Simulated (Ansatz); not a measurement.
Crystal: Si2W.

```
CELL_PARAMETERS angstrom
4.61685 0.00000 0.00000
-2.30843 3.99831 0.00000
0.00000 0.00000 6.65322
ATOMIC_POSITIONS crystal
W 0.50000 0.00000 0.50000
W 0.50000 0.50000 0.83333
W 0.00000 0.50000 0.16667
Si 0.32725 0.16363 0.16667
Si 0.83637 0.16363 0.83333
Si 0.16363 0.32725 0.50000
Si 0.67275 0.83637 0.16667
Si 0.16363 0.83637 0.83333
Si 0.83637 0.67275 0.50000
```

Measurements of this composition are mostly on another form, of space group No. 139.

Program: Ansatz 0.2.0. Alike in all runs: task single point; potentials or basis Ansatz PAW; no spin polarisation; cell as given; k mesh 5 × 5 × 3; cutoff (eV) 420; smearing fermi-dirac 0.05 eV.

**Question.** Order these runs on this cell by their band gap on the k mesh, lowest first.
A. level LDA+U; U W d U = 3 eV; hubbard projectors ortho-atomic (the default); double counting fll (the default)
B. level LDA
C. level LDA+U; U W d U = 8 eV; hubbard projectors ortho-atomic (the default); double counting fll (the default)
D. level LDA+U; U W d U = 6 eV; hubbard projectors ortho-atomic (the default); double counting fll (the default)

**Answer.** B (0.40 eV), A (0.62 eV), D (0.95 eV), C (1.16 eV).

Caveats: odd divisions of the mesh miss points on the zone boundary, where band edges often lie, so the gap on the mesh can be too wide; spin-orbit coupling is left out, which moves the levels of the heavy elements; the U is typed as a test and isn't derived for this compound (some runs).

A k mesh can miss the band edges.
